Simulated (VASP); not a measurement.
KBr in VASP 6.6.1, single-point calculation

INCAR

```
IBRION = -1
PREC = Accurate
ISMEAR = -1
NSW = 0
ISIF = 2
EDIFF = 1E-7
LWAVE = .FALSE.
SIGMA = 0.02
NBANDS = 12
LASPH = .TRUE.
LCHARG = .FALSE.
ENCUT = 520
LREAL = .FALSE.
GGA = PE
NELM = 60
```

KPOINTS

```
KPOINTS created by Atomic Simulation Environment
0
Monkhorst-Pack
6 6 6
0 0 0
```

POSCAR

```
K  Br
 1.0000000000000000
     0.0000000000000000    3.6145333083000000    3.6145333083000000
     3.6145333083000000    0.0000000000000000    3.6145333083000000
     3.6145333083000000    3.6145333083000000    0.0000000000000000
 K   Br
   1   1
Cartesian
  0.0000000000000000  0.0000000000000000  0.0000000000000000
  1.8072666541500000  1.8072666541500000  1.8072666541500000
```

The recommended PBE PAW datasets give the neutral cell 16 valence electrons.

Command

```
mpirun -np 1 vasp_std
```

Task: How does this run end, and what does it give?

Result: It converged. Results: gap between bands v and c on the k mesh 4.51 eV; least direct gap on the k mesh 4.53 eV; pressure 1.0 GPa. Band v is the last that the valence electrons fill when counted band by band, and c is the next.

OSZICAR

```
N       E                     dE             d eps       ncg     rms          rms(c)
DAV:   1     0.104095457452E+03    0.10410E+03   -0.65900E+03   672   0.112E+03
DAV:   2     0.180225394791E+01   -0.10229E+03   -0.95414E+02   824   0.253E+02
DAV:   3    -0.598546163116E+01   -0.77877E+01   -0.77524E+01   880   0.659E+01
DAV:   4    -0.631633583832E+01   -0.33087E+00   -0.33062E+00  1252   0.117E+01
DAV:   5    -0.631698308014E+01   -0.64724E-03   -0.64723E-03   864   0.595E-01    0.349E+00
DAV:   6    -0.601944255114E+01    0.29754E+00   -0.45939E-01   784   0.335E+00    0.247E+00
DAV:   7    -0.598746346400E+01    0.31979E-01   -0.22909E-01   824   0.264E+00    0.117E+00
DAV:   8    -0.600738270750E+01   -0.19919E-01   -0.23355E-02   904   0.128E+00    0.208E-01
DAV:   9    -0.600917877621E+01   -0.17961E-02   -0.92707E-04   856   0.203E-01    0.136E-01
DAV:  10    -0.601139448788E+01   -0.22157E-02   -0.18683E-03   672   0.290E-01    0.323E-02
DAV:  11    -0.601143732366E+01   -0.42836E-04   -0.80932E-05   820   0.744E-02    0.112E-02
DAV:  12    -0.601144634084E+01   -0.90172E-05   -0.11884E-05   716   0.309E-02    0.525E-03
DAV:  13    -0.601144685862E+01   -0.51778E-06   -0.23423E-06   864   0.111E-02    0.241E-03
DAV:  14    -0.601144689753E+01   -0.38905E-07   -0.37790E-07   732   0.450E-03
   1 F= -.60114469E+01 E0= -.60114469E+01  d E =-.651761E-11
```

The shifted mesh misses Γ, so a band edge there is missed.

For comparison, a separate PBE run of the intended cell, on usual settings and not on those above, gives a gap of 4.39 eV on its mesh and a pressure of 1.0 GPa.
